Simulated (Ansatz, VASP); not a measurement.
## Two plane-wave programs on HgTe

```
Hg Te
1.0
     4.76019    0.00000    0.00000
     0.00000    4.76019    0.00000
     0.00000    0.00000    5.06913
Hg Te
2 2
Direct
  0.00000 0.00000 0.00000
  0.50000 0.50000 0.00000
  0.00000 0.50000 0.34347
  0.50000 0.00000 0.65653
```

The cell was built by a generator and needn't be a form met in nature.

Alike in both runs: task single point; functional PBE; dispersion D3(BJ); k mesh 10 × 10 × 10; occupations gaussian, width 0.1 eV; no spin polarisation.

|  | VASP | Ansatz |
| --- | --- | --- |
| version | VASP 6.6.1 | Ansatz 0.2.0 |
| potentials or method | VASP PAW PBE potentials, release 64 (Hg, Te) | scalar-relativistic, plane waves, PAW |
| plane-wave cutoff (eV) | 520 | 420 |
| valence electrons in the cell | 36 | 72 |

```tsv
	VASP	Ansatz	Ansatz less VASP
gap on the k mesh at the Fermi level (eV)	none	none	-
pressure (GPa)	0.2	0.0	-0.15
rms of the force components (eV/Å)	0.015	0.001	-0.0140
dispersion energy (meV/atom)	-432.5	-432.6	-0.12
```

Atom by atom the forces differ by 0.014 eV/Å (rms over components). A gap of «none» marks a metal or a gap that the smearing closes. The functional is the same, so the differences come from potentials, cutoffs and numerics. The two sets of potentials don't hold the same shells in valence.

Caveats: pairwise dispersion overbinds metals, which lowers pressure and volume. Spin-orbit coupling is left out, which matters for the levels of Hg, Te.
